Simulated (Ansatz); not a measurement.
Level of theory: DFT PBE, scalar-relativistic, plane waves, PAW in Ansatz 0.2.0. All cells share a 420 eV cutoff and Γ-centred k meshes spaced at most about 0.3 Å⁻¹ (about 0.25 or finer for metals, 2π included). No spin polarisation in the final relaxations.

Temperature and zero-point effects are left out.

Two forms of P were relaxed alike.

A.

```yaml
crystal:
  lattice:
    - [2.44449, 0.00000, 0.00000]
    - [0.00000, 2.44449, 0.00000]
    - [0.00000, 0.00000, 2.44449]
  atoms:
    - { symbol: P, position: [0.00000, 0.00000, 0.00000] }
```

B.

```yaml
crystal:
  lattice:
    - [2.63482, 0.00000, 0.00000]
    - [-1.31741, 2.28182, 0.00000]
    - [0.00000, 0.00000, 2.44945]
  atoms:
    - { symbol: P, position: [0.00000, 0.00000, 0.50000] }
```

Question: Which would you expect to be lower, and how large is the difference?

Answer: A is lower, by 0.35 eV/atom. A has the simple cubic type, space group Pm-3m (No. 221), 14.6 Å³/atom and no gap on its mesh; B has the simple hexagonal type, space group P6/mmm (No. 191), 14.7 Å³/atom and no gap. Counting all near atoms (those within 1.25 times the shortest such distance or 1.15 times the sum of covalent radii), A has P 6 and B has P 8. In A, P is surrounded by 6 P at 2.44 Å. In B, P has 2 P at 2.45 Å and 6 P at 2.63 Å. Both come from invented guesses. The part of the Crystallography Open Database at hand lists P in space groups No. 2, 13, 64, 123; no cell shown has one of them.

Cells relaxed within their symmetry can be saddle points. The Pm-3m cell of P came from shaking the P6/mmm one.
